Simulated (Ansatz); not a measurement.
Rows from a G0W0 calculation on BAs (F-43m) (Ansatz 0.2.0; G0W0 on PBE, plane waves, PAW; 6×6×6 mesh, 81 empty bands, screening to 120 eV, plasmon pole), in eV. Spin-orbit coupling is left out.

```tsv
row	Σx	Σc	Vxc	Z
A	-8.31	-3.96	-12.40	0.81
B	-16.45	0.95	-15.05	0.80
C	-16.70	2.19	-13.85	0.79
D	-9.15	-4.31	-13.81	0.81
E	-7.16	-4.57	-11.87	0.81
```

Question: Which rows are filled states and which are empty ones, and how can one tell?

Filled: B and C. Empty: A, D and E. The sign of Σc tells: for a filled state bare exchange, which holds its interaction with itself, lies below Vxc (Σx − Vxc is -1.4 eV or lower here) and screening gives part back as a positive Σc. For an empty state Σx lies above Vxc (+4.1 eV or more) and the Coulomb hole leaves Σc negative.

[Paths, hosts, dates, memory and timing lines, banners, echoed tables and standing remarks are left out of the program output.]

[Logs are printed without paths, hosts, clocks, repeated set-up lines and the standing remarks that a program may print on its own settings, such as how far it seeks lower states.]

[Runs of the session that timed out or met a known fault of the program may be left out.]

[Cells called generated may have been cut or substituted from an entry of the Crystallography Open Database or the Materials Project.]

[Hosts, paths, dates, database ids (printed as entryN), source tags and the programs' standing remarks are cut or masked in the printed files.]
